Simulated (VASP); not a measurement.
# NaF (Villiaumite) (Fm-3m) in VASP: further runs

The runs below take NaF (Villiaumite) through single point, with r2SCAN.

Program: VASP 6.6.1. These are calculated values, not measurements. Logs are shortened: lines on timing, memory, paths and dates and some standing lists are left out, and cuts for length are marked.

**1. The structure**

It takes space group Fm-3m (No. 225, cubic). Conventional cell: a = 4.640 Å, b = 4.640 Å, c = 4.640 Å, α = 90.00°, β = 90.00°, γ = 90.00°. Around Na (site symmetry m-3m) lie 6 F at 2.32 Å. F (site symmetry m-3m) is surrounded by 6 Na at 2.32 Å.

**2. Single point, r2SCAN**

Contents of INCAR:

```
PREC     = Accurate       # precision mode
ENCUT    = 450            # plane-wave cutoff, eV
EDIFF    = 1E-4           # SCF threshold, eV
ISMEAR   = 0              # smearing method
SIGMA    = 0.05           # smearing width, eV
LREAL    = F              # projectors in reciprocal space
LASPH    = T              # aspherical terms in the spheres
NELM     = 100            # most SCF steps
ALGO     = Normal         # electronic algorithm
ISIF     = 2              # what is computed and relaxed
LWAVE    = F              # write WAVECAR
LCHARG   = F              # write CHGCAR
METAGGA  = R2SCAN         # meta-GGA
LMIXTAU  = T            
ADDGRID  = F
```

Contents of KPOINTS:

```
Automatic mesh
0
Gamma
  5 5 5
```

Contents of POSCAR:

```
NaF
1.0
    0.0000000000      2.3200000000      2.3200000000
    2.3200000000      0.0000000000      2.3200000000
    2.3200000000      2.3200000000      0.0000000000
Na F
1 1
Direct
    0.0258840000     -0.0367460000      0.0017760000
    0.4822430000      0.5377660000      0.4799550000
```

Potentials or basis: VASP PAW PBE potentials, release 64 (Na_pv, F).

Started as:

```
> cat potpaw_PBE.64/Na_pv/POTCAR potpaw_PBE.64/F/POTCAR > POTCAR
> mpirun -np 1 vasp_std > vasp.out
```

OUTCAR:

```text
PREC = Accurate
   ENCUT = 450
   EDIFF = 1E-4
   ISMEAR = 0
   LREAL = F
   LASPH = T
   NELM = 100
   ISIF = 2
   METAGGA = R2SCAN

 Found     63 irreducible k-points:

 Following reciprocal coordinates:
            Coordinates               Weight
  0.000000  0.000000  0.000000      1.000000
  0.200000  0.000000  0.000000      2.000000
  0.000000  0.200000  0.000000      2.000000
  0.000000  0.000000  0.200000      2.000000
  0.200000  0.200000  0.200000      2.000000
  0.400000  0.000000  0.000000      2.000000
   k-points           NKPTS =     63   k-points in BZ     NKDIM =     63   number of bands    NBANDS=     11
   number of dos      NEDOS =    301   number of ions     NIONS =      2
   total plane-waves  NPLWV =  13824
   dimension x,y,z NGX =    24 NGY =   24 NGZ =   24
   dimension x,y,z NGXF=    48 NGYF=   48 NGZF=   48
   ions per type =               1   1
   NGX,Y,Z   is equivalent  to a cutoff of  12.16, 12.16, 12.16 a.u.
   NGXF,Y,Z  is equivalent  to a cutoff of  24.32, 24.32, 24.32 a.u.
 SYSTEM =  unknown system
   PREC   = accura    normal or accurate (medium, high low for compatibility)
   ISTART =      0    job   : 0-new  1-cont  2-samecut
   ICHARG =      2    charge: 1-file 2-atom 10-const
   ISPIN  =      1    spin polarized calculation?
   LNONCOLLINEAR =      F non collinear calculations
   LSORBIT =      F    spin-orbit coupling
   LASPH  =      T    aspherical Exc in radial PAW
   ENCUT  =  450.0 eV  33.07 Ry    5.75 a.u.   5.67  5.67  5.67*2*pi/ulx,y,z
   NELM   =    100;   NELMIN=  2; NELMDL= -5     # of ELM steps
   EDIFF  = 0.1E-03   stopping-criterion for ELM
   LREAL  =      F    real-space projection
   EDIFFG = 0.1E-02   stopping-criterion for IOM
   NSW    =      0    number of steps for IOM
   IBRION =     -1    ionic relax: 0-MD 1-quasi-New 2-CG
   NFREE  =      0    steps in history (QN), initial steepest desc. (CG)
   ISIF   =      2    stress and relaxation
   ISYM   =      2    0-nonsym 1-usesym 2-fastsym
   POTIM  = 0.5000    time-step for ionic-motion
   TEBEG  =    0.0;   TEEND  =   0.0 temperature during run
   PSTRESS=    0.0 pullay stress
   NELECT =      14.0000    total number of electrons
   NUPDOWN=      -1.0000    fix difference up-down
   EMIN   =  10.00;   EMAX   =-10.00  energy-range for DOS
   EFERMI =   0.00;   METHOD = LEGACY
   ISMEAR =     0;   SIGMA  =   0.05  broadening in eV -4-tet -1-fermi 0-gaus
   EFERMI_NEDOS =   21; number of points for ismear=-14 and -15
   IALGO  =     38    algorithm
   IMIX   =      4    mixing-type and parameters
     AMIX     =   0.40;   BMIX     =  1.00
     AMIX_MAG =   1.60;   BMIX_MAG =  1.00
  volume/ion in A,a.u.               =      12.49        84.27
  Fermi-wavevector in a.u.,A,eV,Ry     =   1.349852  2.550851 24.791186  1.822101
  Thomas-Fermi vector in A             =   2.477405
   LORBIT       =      0    0 simple, 1 ext, 2 COOP (PROOUT), +10 PAW based schemes
   METAGGA = R2SCAN    functional components
   LHFCALC =     F    Hartree Fock is set to
   AEXX    =    0.0000 exact exchange contribution
   IVDW    =     0    specifies the selected vdW correction
   LEPSILON=     F    determine dielectric tensor
   LRPA    =     F    only Hartree local field effects (RPA)
 non-spin polarized calculation
 Gauss-broadening in eV      SIGMA  =   0.05
  energy-cutoff  :      450.00
  volume of cell :       24.97
 maximum number of plane-waves:       552
   NGX = 11   NGY = 11   NGZ = 11

 number of electron      13.9999988 magnetization

 Free energy of the ion-electron system (eV)
  ---------------------------------------------------
  ext. energy  EPLUGINS =         0.00000000
  ---------------------------------------------------
  free energy    TOTEN  =       -12.55376517 eV

  energy without entropy =      -12.55376517  energy(sigma->0) =      -12.55376517

 E-fermi :  -2.4887     XC(G=0):  -9.7396

 val. band max:       -2.7556742389   @ k =   0.0000   0.0000   0.0000
 cond. band min:       4.3798390248   @ k =   0.0000   0.0000   0.0000
 fundamental gap:      7.1355132638
 Fermi energy:        -2.4887296849

 k-point     1 :       0.0000    0.0000    0.0000
  band No.  band energies     occupation
      1     -23.0791      2.00000
      2     -22.2181      2.00000
      3     -22.2173      2.00000
      4     -22.1789      2.00000
      5      -2.7709      2.00000
      6      -2.7673      2.00000
      7      -2.7557      2.00000
      8       4.3798      0.00000
      9      17.0190      0.00000
     10      17.0879      0.00000
     11      17.2111      0.00000

 k-point     2 :       0.2000    0.0000    0.0000
  band No.  band energies     occupation
      1     -23.2365      2.00000
      2     -22.2277      2.00000
      3     -22.2216      2.00000
      4     -21.9736      2.00000
      5      -3.3783      2.00000
      6      -2.8577      2.00000
      7      -2.8395      2.00000
      8       5.6472      0.00000
      9      13.9553      0.00000
     10      17.5907      0.00000
     11      17.7550      0.00000

 k-point     3 :       0.0000    0.2000    0.0000
  band No.  band energies     occupation
      1     -23.2238      2.00000
      2     -22.2223      2.00000
      3     -22.2212      2.00000
      4     -21.9921      2.00000
      5      -3.3726      2.00000
      6      -2.8609      2.00000
      7      -2.8563      2.00000
      8       5.6555      0.00000
      9      14.0160      0.00000
     10      17.6421      0.00000
     11      17.7103      0.00000

 k-point     4 :       0.0000    0.0000    0.2000
  band No.  band energies     occupation
      1     -23.2420      2.00000
      2     -22.2293      2.00000
      3     -22.2223      2.00000
      4     -21.9657      2.00000
      5      -3.3800      2.00000
      6      -2.8538      2.00000
      7      -2.8360      2.00000
      8       5.6440      0.00000
      9      13.9314      0.00000
     10      17.6099      0.00000
     11      17.7338      0.00000

 k-point     5 :       0.2000    0.2000    0.2000
  band No.  band energies     occupation
      1     -23.2437      2.00000
      2     -22.2297      2.00000
      3     -22.2219      2.00000
      4     -21.9640      2.00000
      5      -3.3805      2.00000
      6      -2.8527      2.00000
      7      -2.8352      2.00000
      8       5.6432      0.00000
      9      13.9249      0.00000
     10      17.6198      0.00000
     11      17.7232      0.00000

 k-point     6 :       0.4000    0.0000    0.0000
  band No.  band energies     occupation
      1     -23.4144      2.00000
      2     -22.2332      2.00000
      3     -22.2282      2.00000
      4     -21.7236      2.00000
      5      -4.1650      2.00000
      6      -2.9949      2.00000
      7      -2.9737      2.00000
      8       8.1095      0.00000
      9      11.2607      0.00000
     10      18.2885      0.00000
     11      18.4852      0.00000

 [... further k-points ...]

------------------------ aborting loop because EDIFF is reached ----------------------------------------

  FORCE on cell =-STRESS in cart. coord.  units (eV):
  Direction    XX          YY          ZZ          XY          YZ          ZX
  --------------------------------------------------------------------------------------
  -------------------------------------------------------------------------------------
  Total       -0.4307955     -0.2576251     -0.6097043      0.0777537      0.0393167     -0.0386422
  in kB      -27.6368032    -16.5274082    -39.1143280      4.9881261      2.5222850     -2.4790087
  external PRESSURE =     -27.7595131 kB  Pullay stress =       0.0000000 kB

 VOLUME and BASIS-vectors are now :
 -----------------------------------------------------------------------------
  energy-cutoff  :      450.00
  volume of cell :       24.97
      direct lattice vectors                 reciprocal lattice vectors
     0.000000000  2.320000000  2.320000000    -0.215517241  0.215517241  0.215517241
     2.320000000  0.000000000  2.320000000     0.215517241 -0.215517241  0.215517241
     2.320000000  2.320000000  0.000000000     0.215517241  0.215517241 -0.215517241

 POSITION                                       TOTAL-FORCE (eV/Angst)
 -----------------------------------------------------------------------------------
      2.23887      0.06417      2.29480         0.278215     -0.384939      0.151270
      2.36111      2.23230      2.36642        -0.278215      0.384939     -0.151270
 -----------------------------------------------------------------------------------
    total drift:                               -0.018959     -0.003674     -0.002650

  FREE ENERGIE OF THE ION-ELECTRON SYSTEM (eV)
  ---------------------------------------------------
  free  energy   TOTEN  =       -12.5537651660 eV

  energy  without entropy=      -12.5537651660  energy(sigma->0) =      -12.55376517
```

It took 50 s on 1 thread of Intel Xeon Platinum 8488C (Sapphire Rapids), shared host; peak memory 0.14 GiB.

The run converged, but some of its settings lie outside the range that counts as converged, so its numbers aren't taken as properties of the crystal.

What came out:

| Property | Result |
| --- | --- |
| Free energy | -12.5538 eV |
| Largest force | 0.498 eV/Å |
| Band gap on the k mesh | 7.14 eV, direct |

Caveat: the k mesh is coarse (spacing up to 0.47 Å⁻¹), so the values aren't converged; the cutoff is under 1.25 times the usual one of these potentials, so pressure, stress and relaxed cells hold a basis-set (Pulay) error; the PAW data sets were made with another functional, which shifts forces and pressure a little.

**3. Single point, r2SCAN**

INCAR, as its differences from that of step 2:

```diff
@@ -2,3 +2,3 @@
 ENCUT    = 450            # plane-wave cutoff, eV
-EDIFF    = 1E-4           # SCF threshold, eV
+EDIFF    = 1E-5           # SCF threshold, eV
 ISMEAR   = 0              # smearing method
```

KPOINTS is that of step 2.

Contents of POSCAR:

```
NaF
1.0
    0.0000000000      2.3200000000      2.3200000000
    2.3200000000      0.0000000000      2.3200000000
    2.3200000000      2.3200000000      0.0000000000
Na F
1 1
Direct
    0.0000000000      0.0000000000      0.0000000000
    0.5000000000      0.5000000000      0.5000000000
```

Potentials or basis: VASP PAW PBE potentials, release 64 (Na_pv, F).

Started as:

```
> cat potpaw_PBE.64/Na_pv/POTCAR potpaw_PBE.64/F/POTCAR > POTCAR
> mpirun -np 1 vasp_std > vasp.out
```

Wall time 14 s (1 thread of Intel Xeon Platinum 8488C (Sapphire Rapids), shared host); peak memory 0.13 GiB.

These settings aren't checked as converged: the numbers below hold their error.

Results:

```yaml
Free_energy: -12.6029 eV
Band_gap_on_the_k_mesh: 7.15 eV, direct
```

Caveat: the k mesh is coarse (spacing up to 0.47 Å⁻¹), so the values aren't converged; the cutoff is under 1.25 times the usual one of these potentials, so pressure, stress and relaxed cells hold a basis-set (Pulay) error; the PAW data sets were made with another functional, which shifts forces and pressure a little.

**4. The reference run**

An earlier run on the cell as given: functional PBEsol; potentials or basis VASP PAW PBE potentials, release 64 (Na_pv, F); cutoff 520 eV; k mesh 10 × 10 × 10; occupations fermi-dirac, width 0.05 eV; no spin polarisation.

- Pressure: -0.3 GPa
- Band gap on the k mesh: 6.14 eV, direct
